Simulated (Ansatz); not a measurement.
**Cd, before and after**

Recipe of this trial structure of Cd: random cell by space group and Wyckoff sites (Pmmm, No. 47). Lengths were set from tabulated atomic sizes, so they are only a guess.

start.cif

```cif
data_structure
_symmetry_space_group_name_H-M 'Pmmm'
_symmetry_Int_Tables_number 47
_cell_length_a 2.4895
_cell_length_b 2.6078
_cell_length_c 6.1123
_cell_angle_alpha 90.000
_cell_angle_beta 90.000
_cell_angle_gamma 90.000
_cell_volume 39.68
loop_
_atom_site_label
_atom_site_type_symbol
_atom_site_symmetry_multiplicity
_atom_site_Wyckoff_symbol
_atom_site_fract_x
_atom_site_fract_y
_atom_site_fract_z
_atom_site_occupancy
Cd1 Cd 1 h 0.50000 0.50000 0.50000 1
```

Method: DFT PBE, scalar-relativistic, plane waves, PAW in Ansatz 0.2.0. Cutoff 420 eV, Gaussian smearing, Γ-centred meshes. Cell and atoms relax first on a coarse mesh and then on a finer one. In between, the cell is made exact in the group found at 0.06 Å. In metals the finer mesh still leaves noise of several meV/atom or more. The steps can't lower the symmetry of their start. No spin polarisation.

end.cif

```cif
data_structure
_symmetry_space_group_name_H-M 'Pm-3m'
_symmetry_Int_Tables_number 221
_cell_length_a 2.9968
_cell_length_b 2.9968
_cell_length_c 2.9968
_cell_angle_alpha 90.000
_cell_angle_beta 90.000
_cell_angle_gamma 90.000
_cell_volume 26.91
loop_
_atom_site_label
_atom_site_type_symbol
_atom_site_symmetry_multiplicity
_atom_site_Wyckoff_symbol
_atom_site_fract_x
_atom_site_fract_y
_atom_site_fract_z
_atom_site_occupancy
Cd1 Cd 1 b 0.50000 0.50000 0.50000 1
```

The symmetry goes from Pmmm (No. 47) to Pm-3m (No. 221). The end has the simple cubic type. The volume per atom shrinks by 32.2 %, from 39.7 to 26.9 Å³. The shortest distance goes from 2.49 Å (Cd–Cd) to 3.00 Å (Cd–Cd). The energy falls by about 0.75 eV/atom (the start's value is from the coarse mesh).

```json
{"Volume per atom": "26.91 Å³", "Density": "6.94 g/cm³", "Energy over the standard state": "+0.12 eV/atom", "Gap on the 18×18×18 mesh of the 1-atom cell": "0 eV (a metal)"}
```

Energies count from the standard state of Cd at the same level. It lies above the standard state, so it could only be metastable.

The last run used Gaussian smearing of 0.10 eV. A structure relaxed within its symmetry needn't be a true minimum. In all, the 4 runs took 100 s on 1 thread of Intel(R) Xeon(R) Processor @ 2.50GHz (Skylake/Cascade Lake), with other jobs on the host.
